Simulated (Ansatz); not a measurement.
## Equation of state of ZrN from a dense series

```yaml
crystal:
  lattice:
    - [0.00000, 2.28423, 2.28423]
    - [2.28423, 0.00000, 2.28423]
    - [2.28423, 2.28423, 0.00000]
  atoms:
    - { symbol: Zr, position: [0.00000, 0.00000, 0.00000] }
    - { symbol: N, position: [0.50000, 0.50000, 0.50000] }
```

Atoms are numbered in the order listed.

The conventional cell has a = 4.568 Å, b = 4.568 Å, c = 4.568 Å, α = 90.00°, β = 90.00°, γ = 90.00°. Zr (atom 1) has 6 N at 2.28 Å as nearest neighbours. Around N (atom 2) lie 6 Zr at 2.28 Å.

The cell comes from COD entry 4303945, which wasn't checked; take it as a given geometry.

Spin polarisation is left out, and whether a magnetic state lies lower isn't shown here.

Computed with Ansatz 0.2.0, DFT, LDA, all-electron LAPW, scalar-relativistic.

Sampling and basis: a Γ-centred 9×9×9 k mesh, Fermi–Dirac smearing of 0.03 eV, basis error target 0.25 meV/atom, no spin polarisation.

The cell is scaled evenly. Fractional coordinates are held (clamped ions).

```
V (Å³/atom)  P (GPa)
     11.203    10.09
     11.680    -2.37
     11.799    -5.08
     11.918    -7.65
     12.038   -10.09
     12.157   -12.39
     12.395   -16.63
     12.634   -20.44
```

(1) Fit a third-order Birch–Murnaghan curve to the pressures.

(2) Predict the pressure at the withheld volume, 11.442 Å³/atom.

Answers

(1) P = (3B0/2)(y^(7/2) − y^(5/2))[1 + (3/4)(B0′ − 4)(y − 1)] with y = (V0/V)^(2/3) fits within 0.01 GPa for V0 = 11.581 Å³/atom, B0 = 283.4 GPa and B0′ = 4.32.

(2) There y = 1.0081, so the fit gives 3.52 GPa; the run gave 3.52 GPa.
